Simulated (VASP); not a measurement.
A run of VASP 6.6.1 is set up as follows.

File INCAR:

```
SYSTEM = GaP
  PREC = Accurate
  ENCUT = 600
  EDIFF = 1E-6
  ISMEAR = -1
  SIGMA = 0.05
  LREAL = .False.
  LASPH = .True.
  NELM = 80
  ALGO = Normal
  ISIF = 3
  LWAVE = .False.
  LCHARG = .False.
  GGA = RE
  IVDW = 13
  IBRION = 2
  NSW = 40
  EDIFFG = -0.02
```

The input KPOINTS:

```
Automatic mesh
0
Gamma
  8 8 8
  0 0 0
```

POSCAR

```
GaP
1.0
    0.0000000000      2.7252500000      2.7252500000
    2.7252500000      0.0000000000      2.7252500000
    2.7252500000      2.7252500000      0.0000000000
Ga P
1 1
Direct
    0.0000000000      0.0000000000      0.0000000000
    0.7500000000      0.7500000000      0.7500000000
```

Potentials or basis: VASP PAW PBE potentials, release 64 (Ga_d, P).

The run is started by

```console
$ cat potpaw_PBE.64/Ga_d/POTCAR potpaw_PBE.64/P/POTCAR > POTCAR
$ mpirun -np 1 vasp_std > vasp.out
```

(1) Estimate the dispersion energy per atom.

(2) What does it give for the band gap on the k mesh?

(3) What does it give for the space group after relaxing (to 0.05 Å)?

Results:

(1) -0.724 eV.

(2) 1.66 eV, indirect (least direct gap 2.15 eV).

(3) F-43m (No. 216).
